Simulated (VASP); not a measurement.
# Pd (Fm-3m) in VASP: further runs

Runs on Pd. Level: r2SCAN. Tasks: relaxation of cell and atoms, electrostatic potential.

Program: VASP 6.6.1. These are calculated values, not measurements. Logs are shortened: lines on timing, memory, paths and dates and some standing lists are left out, and cuts for length are marked.

**1. The structure**

The structure is cubic, space group Fm-3m (No. 225). The conventional cell has a = 3.880 Å, b = 3.880 Å, c = 3.880 Å, α = 90.00°, β = 90.00°, γ = 90.00°. Pd (site symmetry m-3m) is surrounded by 12 Pd at 2.74 Å.

The cell was built by a generator and needn't be a form met in nature.

**2. Relaxation of cell and atoms, r2SCAN**

INCAR reads:

```
SYSTEM = Pd
ALGO     = Normal         ! electronic algorithm
EDIFF    = 1E-6           ! SCF threshold, eV
EDIFFG   = -0.005         ! ionic threshold
ENCUT    = 600            ! plane-wave cutoff, eV
IBRION   = 2              ! ionic algorithm
ISIF     = 3              ! what is computed and relaxed
ISMEAR   = 1              ! smearing method
LASPH    = .True.         ! aspherical terms in the spheres
LCHARG   = .False.        ! write CHGCAR
LMIXTAU  = .True.       
LREAL    = .False.        ! projectors in reciprocal space
LWAVE    = .False.        ! write WAVECAR
METAGGA  = R2SCAN         ! meta-GGA
NELM     = 120            ! most SCF steps
NSW      = 60             ! ionic steps
PREC     = Accurate       ! precision mode
SIGMA    = 0.1            ! smearing width, eV
```

KPOINTS reads:

```
k-points
0
Gamma
  18 18 18
  0 0 0
```

POSCAR reads:

```
Pd
1.0
    0.0000000000      1.9400000000      1.9400000000
    1.9400000000      0.0000000000      1.9400000000
    1.9400000000      1.9400000000      0.0000000000
Pd
1
Direct
    0.0000000000      0.0000000000      0.0000000000
```

Potentials or basis: VASP PAW PBE potentials, release 64 (Pd).

On the command line:

```bash
> cat potpaw_PBE.64/Pd/POTCAR > POTCAR
> mpirun -np 1 vasp_std > vasp.out
```

OUTCAR:

```text
SYSTEM = Pd
   EDIFF = 1E-6
   EDIFFG = -0.005
   ENCUT = 600
   IBRION = 2
   ISIF = 3
   ISMEAR = 1
   LASPH = .True.
   LREAL = .False.
   METAGGA = R2SCAN
   NELM = 120
   NSW = 60
   PREC = Accurate

 ion  position               nearest neighbor table
   1  0.000  0.000  0.000-

  LATTYP: Found a face centered cubic cell.
 ALAT       =     3.8800000000

  Lattice vectors:

 A1 = (   0.0000000000,   1.9400000000,   1.9400000000)
 A2 = (   1.9400000000,   0.0000000000,   1.9400000000)
 A3 = (   1.9400000000,   1.9400000000,   0.0000000000)

Analysis of symmetry for initial positions (statically):
=====================================================================
 Subroutine PRICEL returns:
 Original cell was already a primitive cell.

 Routine SETGRP: Setting up the symmetry group for a
 face centered cubic supercell.

 Subroutine GETGRP returns: Found 48 space group operations
 (whereof 48 operations were pure point group operations)
 out of a pool of 48 trial point group operations.

The static configuration has the point symmetry O_h .

Analysis of symmetry for dynamics (positions and initial velocities):
=====================================================================
 Subroutine PRICEL returns:
 Original cell was already a primitive cell.

 Routine SETGRP: Setting up the symmetry group for a
 face centered cubic supercell.

 Subroutine GETGRP returns: Found 48 space group operations
 (whereof 48 operations were pure point group operations)
 out of a pool of 48 trial point group operations.

The dynamic configuration has the point symmetry O_h .

 Subroutine INISYM returns: Found 48 space group operations
 (whereof 48 operations are pure point group operations),
 and found     1 'primitive' translations

----------------------------------------------------------------------------------------

                                     Primitive cell

  volume of cell :      14.6028

  direct lattice vectors                    reciprocal lattice vectors
     0.000000000  1.940000000  1.940000000    -0.257731959  0.257731959  0.257731959
     1.940000000  0.000000000  1.940000000     0.257731959 -0.257731959  0.257731959
     1.940000000  1.940000000  0.000000000     0.257731959  0.257731959 -0.257731959

  length of vectors
     2.743574311  2.743574311  2.743574311     0.446404847  0.446404847  0.446404847

  position of ions in fractional coordinates (direct lattice)
     0.000000000  0.000000000  0.000000000

  ion indices of the primitive-cell ions
   primitive index   ion index
                 1           1

----------------------------------------------------------------------------------------

 KPOINTS: k-points

Automatic generation of k-mesh.
 Grid dimensions read from file:
 generate k-points for:   18   18   18

 Generating k-lattice:

  Cartesian coordinates                     Fractional coordinates (reciprocal lattice)
    -0.014318442  0.014318442  0.014318442     0.055555556  0.000000000  0.000000000
     0.014318442 -0.014318442  0.014318442     0.000000000  0.055555556  0.000000000
     0.014318442  0.014318442 -0.014318442     0.000000000  0.000000000  0.055555556

  Length of vectors
     0.024800269  0.024800269  0.024800269

  Shift w.r.t. Gamma in fractional coordinates (k-lattice)
     0.000000000  0.000000000  0.000000000

 Subroutine IBZKPT returns following result:
 ===========================================

 Found    195 irreducible k-points:

 Following reciprocal coordinates:
            Coordinates               Weight
  0.000000  0.000000  0.000000      1.000000
  0.055556  0.000000  0.000000      8.000000
  0.111111  0.000000  0.000000      8.000000
  0.166667  0.000000  0.000000      8.000000
  0.222222  0.000000  0.000000      8.000000
  0.277778  0.000000  0.000000      8.000000
[... 16 lines left out ...]
 -0.277778  0.055556  0.000000     24.000000
 -0.222222  0.055556  0.000000     24.000000
 [... further k-points ...]
   k-points           NKPTS =    195   k-points in BZ     NKDIM =    195   number of bands    NBANDS=      9
   number of dos      NEDOS =    301   number of ions     NIONS =      1
   total plane-waves  NPLWV =  13824
   dimension x,y,z NGX =    24 NGY =   24 NGZ =   24
   dimension x,y,z NGXF=    48 NGYF=   48 NGZF=   48
   ions per type =               1
   NGX,Y,Z   is equivalent  to a cutoff of  14.54, 14.54, 14.54 a.u.
   NGXF,Y,Z  is equivalent  to a cutoff of  29.09, 29.09, 29.09 a.u.
 SYSTEM =  Pd
   PREC   = accura    normal or accurate (medium, high low for compatibility)
   ISTART =      0    job   : 0-new  1-cont  2-samecut
   ICHARG =      2    charge: 1-file 2-atom 10-const
   ISPIN  =      1    spin polarized calculation?
   LNONCOLLINEAR =      F non collinear calculations
   LSORBIT =      F    spin-orbit coupling
   LASPH  =      T    aspherical Exc in radial PAW
   ENCUT  =  600.0 eV  44.10 Ry    6.64 a.u.   5.48  5.48  5.48*2*pi/ulx,y,z
   NELM   =    120;   NELMIN=  2; NELMDL= -5     # of ELM steps
   EDIFF  = 0.1E-05   stopping-criterion for ELM
   LREAL  =      F    real-space projection
   EDIFFG = -.5E-02   stopping-criterion for IOM
   NSW    =     60    number of steps for IOM
   IBRION =      2    ionic relax: 0-MD 1-quasi-New 2-CG
   NFREE  =      1    steps in history (QN), initial steepest desc. (CG)
   ISIF   =      3    stress and relaxation
   ISYM   =      2    0-nonsym 1-usesym 2-fastsym
   POTIM  = 0.5000    time-step for ionic-motion
   TEBEG  =    0.0;   TEEND  =   0.0 temperature during run
   PSTRESS=    0.0 pullay stress
   NELECT =      10.0000    total number of electrons
   NUPDOWN=      -1.0000    fix difference up-down
   EMIN   =  10.00;   EMAX   =-10.00  energy-range for DOS
   EFERMI =   0.00;   METHOD = LEGACY
   ISMEAR =     1;   SIGMA  =   0.10  broadening in eV -4-tet -1-fermi 0-gaus
   EFERMI_NEDOS =   21; number of points for ismear=-14 and -15
   IALGO  =     38    algorithm
   IMIX   =      4    mixing-type and parameters
     AMIX     =   0.40;   BMIX     =  1.00
     AMIX_MAG =   1.60;   BMIX_MAG =  1.00
  volume/ion in A,a.u.               =      14.60        98.54
  Fermi-wavevector in a.u.,A,eV,Ry     =   1.442989  2.726854 28.330296  2.082218
  Thomas-Fermi vector in A             =   2.561447
   LORBIT       =      0    0 simple, 1 ext, 2 COOP (PROOUT), +10 PAW based schemes
   METAGGA = R2SCAN    functional components
   LHFCALC =     F    Hartree Fock is set to
   AEXX    =    0.0000 exact exchange contribution
   IVDW    =     0    specifies the selected vdW correction
   LEPSILON=     F    determine dielectric tensor
   LRPA    =     F    only Hartree local field effects (RPA)
 conjugate gradient relaxation of ions
 non-spin polarized calculation
 Methfessel and Paxton  Order N= 1 SIGMA  =   0.10
  energy-cutoff  :      600.00
  volume of cell :       14.60
 maximum number of plane-waves:       531
 NGX is ok and might be reduce to    24
   NGX = 11   NGY = 11   NGZ = 11

--------------------------------------- Ionic step        1  -------------------------------------------

 number of electron      10.0000000 magnetization

 Free energy of the ion-electron system (eV)
  ---------------------------------------------------
  ext. energy  EPLUGINS =         0.00000000
  ---------------------------------------------------
  free energy    TOTEN  =       -22.94344812 eV

  energy without entropy =      -22.94256750  energy(sigma->0) =      -22.94315458

------------------------ aborting loop because EDIFF is reached ----------------------------------------

  FORCE on cell =-STRESS in cart. coord.  units (eV):
  Direction    XX          YY          ZZ          XY          YZ          ZX
  --------------------------------------------------------------------------------------
  -------------------------------------------------------------------------------------
  Total        0.4417554      0.4417554      0.4417554      0.0000000      0.0000000      0.0000000
  in kB       48.4682410     48.4682410     48.4682410      0.0000000      0.0000000      0.0000000
  external PRESSURE =      48.4682410 kB  Pullay stress =       0.0000000 kB
[... 160 lines left out ...]
  energy  without entropy=      -22.9478944822  energy(sigma->0) =      -22.94842869

--------------------------------------- Ionic step        6  -------------------------------------------

 number of electron       9.9999999 magnetization

 Free energy of the ion-electron system (eV)
  ---------------------------------------------------
  ext. energy  EPLUGINS =         0.00000000
  ---------------------------------------------------
  free energy    TOTEN  =       -22.94870266 eV

  energy without entropy =      -22.94790314  energy(sigma->0) =      -22.94843615

 E-fermi :   9.3694     XC(G=0): -14.0283

 val. band max:        9.3589117823   @ k =   0.5000   0.1111   0.0000
 cond. band min:       9.3823987298   @ k =  -0.4444   0.3889   0.1111
 fundamental gap:      0.0234869475
 Fermi energy:         9.3694362174

 k-point     1 :       0.0000    0.0000    0.0000
  band No.  band energies     occupation
      1       2.2973      2.00000
      2       6.5229      2.00000
      3       6.5229      2.00000
      4       6.5229      2.00000
      5       8.0957      2.00000
      6       8.0957      2.00000
      7      27.3899      0.00000
      8      31.8829      0.00000
      9      32.2965      0.00000
[... 265 lines left out ...]
 k-point    24 :      -0.2222    0.0556    0.0000
  band No.  band energies     occupation
      1       4.0151      2.00000
      2       6.3388      2.00000
      3       6.8450      2.00000
      4       6.8734      2.00000
      5       7.9955      2.00000
      6       8.5314      2.00000
      7      24.9143      0.00000
      8      28.4454      0.00000
      9      31.8828      0.00000

 [... further k-points ...]

------------------------ aborting loop because EDIFF is reached ----------------------------------------

  FORCE on cell =-STRESS in cart. coord.  units (eV):
  Direction    XX          YY          ZZ          XY          YZ          ZX
  --------------------------------------------------------------------------------------
  -------------------------------------------------------------------------------------
  Total        0.0014449      0.0014449      0.0014449     -0.0000000     -0.0000000     -0.0000000
  in kB        0.1547669      0.1547669      0.1547669     -0.0000000     -0.0000000     -0.0000000
  external PRESSURE =       0.1547669 kB  Pullay stress =       0.0000000 kB
[... 16 lines left out ...]
  FREE ENERGIE OF THE ION-ELECTRON SYSTEM (eV)
  ---------------------------------------------------
  free  energy   TOTEN  =       -22.9487026599 eV

  energy  without entropy=      -22.9479031383  energy(sigma->0) =      -22.94843615

 reached required accuracy - stopping structural energy minimisation
```

Wall time 2.7 min (1 thread of Intel Xeon 6975P-C (Granite Rapids), shared host); peak memory 0.18 GiB.

Results:

- Free energy: -22.9487 eV
- Relaxed volume: 14.96 Å³/atom
- Relaxed cell: a = 2.766 Å, b = 2.766 Å, c = 2.766 Å, α = 60.00°, β = 60.00°, γ = 60.00°
- Space group after relaxing (to 0.05 Å): Fm-3m (No. 225)
- Energy gained by relaxing: 5.3 meV/atom
- Ionic steps: 6
- Pressure after relaxing: 0.0 GPa
- Band gap on the k mesh: none (metal or under the smearing width)

The path:
```csv
step,energy change (eV),largest force (eV/Å),pressure (GPa),volume (Å³)
1,0.0000,0.0000,4.85,14.60
2,0.0076,0.0000,-6.62,15.56
3,-0.0053,0.0000,0.06,14.96
4,-0.0052,0.0000,-0.14,14.97
5,-0.0052,0.0000,0.24,14.95
6,-0.0053,0.0000,0.02,14.96
```

Final structure:
```xyz
1
Lattice="0.0000 1.9556 1.9556 1.9556 0.0000 1.9556 1.9556 1.9556 0.0000" Properties=species:S:1:pos:R:3 pbc="T T T"
Pd    1.9556    1.9556    0.0000
```

Levels at points of the mesh, in eV from the Fermi level:
```
           k point  band 3  band 4  band 5  band 6  band 7  band 8
(0.00, 0.00, 0.00)   -2.85   -2.85   -1.27   -1.27   18.02   22.51
(0.50, 0.00, 0.00)   -2.92   -0.03   -0.03    1.33    7.60   17.41
(0.50, 0.50, 0.00)   -0.09    0.31    0.31    3.66   11.17   13.86
```

Caveat: the PAW data sets were made with another functional, which shifts forces and pressure a little.

**3. Electrostatic potential, r2SCAN**

This run uses another cell than the first one, of 14.96 Å³/atom, 1.024 times its volume.

INCAR reads:

```
  PREC = Accurate
  ENCUT = 520
  EDIFF = 1E-6
  ISMEAR = 1
  SIGMA = 0.1
  LREAL = False
  LASPH = True
  NELM = 100
  ALGO = Normal
  ISIF = 2
  LWAVE = False
  LCHARG = True
  METAGGA = R2SCAN
  LMIXTAU = True
  LVHAR = True
```

KPOINTS reads:

```
regular mesh
0
Gamma
  18 18 18
```

POSCAR reads:

```
Pd                                      
1.0
    0.0000000000      1.9555872995      1.9555872995
    1.9555872995      0.0000000000      1.9555872995
    1.9555872995      1.9555872995      0.0000000000
  Pd            
     1
Direct
     0.0000000000000000    0.0000000000000000    1.0000000000000000
```

Potentials or basis: VASP PAW PBE potentials, release 64 (Pd).

On the command line:

```bash
> cat potpaw_PBE.64/Pd/POTCAR > POTCAR
> mpirun -np 1 vasp_std > vasp.out
```

OUTCAR:

```text
PREC = Accurate
   ENCUT = 520
   EDIFF = 1E-6
   ISMEAR = 1
   LREAL = False
   LASPH = True
   NELM = 100
   ISIF = 2
   METAGGA = R2SCAN

 ion  position               nearest neighbor table
   1  0.000  0.000  0.000-

  LATTYP: Found a face centered cubic cell.
 ALAT       =     3.9111745990

  Lattice vectors:

 A1 = (   0.0000000000,   1.9555872995,   1.9555872995)
 A2 = (   1.9555872995,   0.0000000000,   1.9555872995)
 A3 = (   1.9555872995,   1.9555872995,   0.0000000000)

[... 468 lines left out ...]
      8      28.4450      0.00000
      9      32.0521      0.00000

 [... further k-points ...]

------------------------ aborting loop because EDIFF is reached ----------------------------------------

  FORCE on cell =-STRESS in cart. coord.  units (eV):
  Direction    XX          YY          ZZ          XY          YZ          ZX
  --------------------------------------------------------------------------------------
  -------------------------------------------------------------------------------------
  Total        0.0052795      0.0052795      0.0052795      0.0000000      0.0000000      0.0000000
  in kB        0.5655081      0.5655081      0.5655081      0.0000000      0.0000000      0.0000000
  external PRESSURE =       0.5655081 kB  Pullay stress =       0.0000000 kB

 VOLUME and BASIS-vectors are now :
 -----------------------------------------------------------------------------
  energy-cutoff  :      520.00
  volume of cell :       14.96
      direct lattice vectors                 reciprocal lattice vectors
     0.000000000  1.955587300  1.955587300    -0.255677668  0.255677668  0.255677668
     1.955587300  0.000000000  1.955587300     0.255677668 -0.255677668  0.255677668
     1.955587300  1.955587300  0.000000000     0.255677668  0.255677668 -0.255677668

 POSITION                                       TOTAL-FORCE (eV/Angst)
 -----------------------------------------------------------------------------------
      0.00000      0.00000      0.00000        -0.000000     -0.000000     -0.000000
 -----------------------------------------------------------------------------------
    total drift:                               -0.000000     -0.000000     -0.000000

  FREE ENERGIE OF THE ION-ELECTRON SYSTEM (eV)
  ---------------------------------------------------
  free  energy   TOTEN  =       -22.9494758041 eV

  energy  without entropy=      -22.9486759896  energy(sigma->0) =      -22.94920920
```

OSZICAR:

```text
N       E                     dE             d eps       ncg     rms          rms(c)
DAV:   1     0.198848682140E+02    0.19885E+02   -0.54310E+03  3550   0.108E+03
DAV:   2    -0.256831579495E+02   -0.45568E+02   -0.44398E+02  3701   0.198E+02
DAV:   3    -0.260652294642E+02   -0.38207E+00   -0.38110E+00  4290   0.217E+01
DAV:   4    -0.260676010034E+02   -0.23715E-02   -0.23711E-02  4494   0.147E+00
DAV:   5    -0.260676304401E+02   -0.29437E-04   -0.29436E-04  4427   0.118E-01    0.849E+00
DAV:   6    -0.227276649950E+02    0.33400E+01   -0.69858E+00  3616   0.247E+01    0.398E+00
DAV:   7    -0.229454431858E+02   -0.21778E+00   -0.82208E-01  3763   0.633E+00    0.243E+00
DAV:   8    -0.229440943586E+02    0.13488E-02   -0.28880E-02  3656   0.130E+00    0.274E-01
DAV:   9    -0.229492230960E+02   -0.51287E-02   -0.62588E-03  4140   0.690E-01    0.982E-02
DAV:  10    -0.229493951932E+02   -0.17210E-03   -0.69147E-04  3996   0.250E-01    0.428E-02
DAV:  11    -0.229494552108E+02   -0.60018E-04   -0.32027E-04  5237   0.128E-01    0.415E-02
DAV:  12    -0.229494652073E+02   -0.99965E-05   -0.35949E-05  3727   0.628E-02    0.188E-02
DAV:  13    -0.229494733898E+02   -0.81825E-05   -0.37387E-05  3860   0.481E-02    0.196E-03
DAV:  14    -0.229494758840E+02   -0.24942E-05   -0.53756E-06  3729   0.159E-02    0.207E-03
DAV:  15    -0.229494758041E+02    0.79869E-07   -0.32236E-07  1987   0.555E-03
   1 F= -.22949476E+02 E0= -.22949209E+02  d E =-.799814E-03
```

It took 52 s on 1 thread of Intel Xeon 6975P-C (Granite Rapids), shared host; peak memory 0.17 GiB.

Results:

- Free energy: -22.9495 eV
- Pressure: 0.1 GPa
- Band gap on the k mesh: none (metal or under the smearing width)

Levels at points of the mesh, in eV from the Fermi level:
| k point | band 2 | band 3 | band 4 | band 5 | band 6 | band 7 | band 8 | band 9 |
| --- | --- | --- | --- | --- | --- | --- | --- | --- |
| (0.00, 0.00, 0.00) | -2.85 | -2.85 | -2.85 | -1.27 | -1.27 | 18.02 | 22.51 | 22.93 |
| (0.50, 0.00, 0.00) | -2.92 | -2.92 | -0.03 | -0.03 | 1.32 | 7.60 | 17.41 | 21.99 |
| (0.50, 0.50, 0.00) | -5.14 | -0.09 | 0.31 | 0.31 | 3.66 | 11.17 | 13.86 | 13.86 |

Caveat: the PAW data sets were made with another functional, which shifts forces and pressure a little.
